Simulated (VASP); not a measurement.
Ir:

```
CELL_PARAMETERS angstrom
2.75138 0.00000 0.00000
-1.37569 2.38276 0.00000
0.00000 0.00000 4.46229
ATOMIC_POSITIONS crystal
Ir 0.33333 0.66667 0.25000
Ir 0.66667 0.33333 0.75000
```

This isn't the form of Ir at room conditions, which is fcc.

| Property | Result |
| --- | --- |
| Program | VASP 6.6.1 |
| Task | single point |
| Functional | PBE |
| Potentials or basis | VASP PAW PBE potentials, release 64 (Ir) |
| Cutoff | 520 eV |
| k mesh | 11 × 11 × 6 |
| Occupations | fermi-dirac, width 0.05 eV |
| Spin | no spin polarisation |

On this cell: pressure -0.8 GPa; largest force under 0.003 eV/Å; band gap on the k mesh none (metal or under the smearing width).

The same run follows on a disturbed copy (atoms moved at random, drawn with an rms of 0.05 Å):

```
Ir
1.0
     2.75138    0.00000    0.00000
    -1.37569    2.38276    0.00000
     0.00000    0.00000    4.46229
Ir
2
Direct
  0.34445 0.66132 0.25713
  0.64903 0.34504 0.74650
```

Question: What does the disturbed cell give?

Answer: The energy (extrapolated to zero smearing) moves by +20.7 meV/atom; pressure 0.1 GPa; largest force 0.790 eV/Å; band gap on the k mesh none (metal or under the smearing width).

Forces on the atoms (eV/Å):
```
Ir  -0.487  0.203 -0.588
Ir   0.487 -0.203  0.588
```

Stress tensor (GPa, compression positive):
```
 0.25 -0.80  1.16
-0.80 -0.52 -0.52
 1.16 -0.52  0.64
```
